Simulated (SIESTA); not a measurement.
TiO2:

```
Ti O
1.0
     4.59984    0.00000    0.00000
     0.00000    4.59984    0.00000
     0.00000    0.00000    2.95921
Ti O
2 4
Direct
  0.00000 0.00000 0.50000
  0.50000 0.50000 0.00000
  0.30432 0.30432 0.50000
  0.19568 0.80432 0.00000
  0.80432 0.19568 0.00000
  0.69568 0.69568 0.50000
```

The cell is a database's computed one.

Base run:

- Program: SIESTA 5.4.2
- Functional: AM05
- Potentials or basis: PseudoDojo 0.4 standard (PBEsol files)
- Basis: DZP (energy shift 0.003 Ry; two zetas on semicore shells)
- Grid cutoff: 800 Ry
- Energy shift: 0.003 Ry
- k mesh: 6 × 6 × 9
- Occupations: fermi-dirac, width 0.05 eV
- Spin: no spin polarisation

Its results: band gap on the k mesh 1.72 eV, direct; pressure 1.0 GPa; largest force 0.030 eV/Å.

Problem. The run is repeated on the same cell with these changes: functional from AM05 to LDA; potentials or basis from PseudoDojo 0.4 standard (PBEsol files) to PseudoDojo 0.4 standard (LDA files). What comes out?

Solution. Band gap on the k mesh 1.68 eV, direct; pressure -5.3 GPa; largest force 0.056 eV/Å.

Caveats: the basis of atomic orbitals isn't converged, which shifts pressures, moduli and gaps; the potentials were made for another functional, which shifts forces and pressure (some runs).
